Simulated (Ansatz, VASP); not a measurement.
Rh: VASP beside Ansatz

```
CELL_PARAMETERS angstrom
2.45806 0.00000 0.00000
0.00000 2.45806 0.00000
0.00000 0.00000 2.45806
ATOMIC_POSITIONS crystal
Rh 0.00000 0.00000 0.00000
```

The cell was built by a generator and needn't be a form met in nature.

Alike in both runs: task relaxation of cell and atoms; functional BLYP; k mesh 13 × 13 × 13; occupations fermi-dirac, width 0.1 eV; no spin polarisation.

|  | VASP | Ansatz |
| --- | --- | --- |
| version | VASP 6.6.1 | Ansatz 0.2.0 |
| potentials or method | VASP PAW PBE potentials, release 64 (Rh_pv) | plane waves (420 eV) with PAW, scalar-relativistic |
| plane-wave cutoff (eV) | 600 | 420 |
| valence electrons in the cell | 15 | 17 |

```csv
,VASP,Ansatz,Ansatz less VASP
relaxed volume (Å³/atom),17.29,17.26,-0.031
relaxed cell length with the largest relative difference (Å),2.586,2.584,-0.0016
energy change over the relaxation (meV/atom),-225,-218,+7.3
```

The two sets of potentials don't hold the same shells in valence.

Caveats: the volume moved by over 15 % at a fixed basis, so the end points are rough (VASP); the PAW data sets were made with another functional, which shifts forces and pressure a little (VASP).
